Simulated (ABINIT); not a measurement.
Crystal: MgB2.

```
CELL_PARAMETERS angstrom
3.08500 0.00000 0.00000
-1.54250 2.67169 0.00000
0.00000 0.00000 3.52300
ATOMIC_POSITIONS crystal
Mg 0.00000 0.00000 0.00000
B 0.66667 0.33333 0.50000
B 0.33333 0.66667 0.50000
```

Base run:

| Property | Result |
| --- | --- |
| Program | ABINIT 10.8.3 (patched build) |
| Functional | PBE |
| Potentials or basis | PseudoDojo NC SR PBE v0.4.1 standard |
| Cutoff | 1088 eV |
| k mesh | 8 × 8 × 6 |
| Occupations | fermi-dirac, width 0.05 eV |
| Spin | no spin polarisation |

Its results: band gap on the k mesh none (metal or under the smearing width); pressure -1.0 GPa.

Q: The run is repeated on the same cell with these changes: functional from PBE to LDA; potentials or basis from PseudoDojo NC SR PBE v0.4.1 standard to PseudoDojo NC SR LDA v0.4.1 standard. What comes out?

A: Band gap on the k mesh none (metal or under the smearing width); pressure -7.4 GPa.
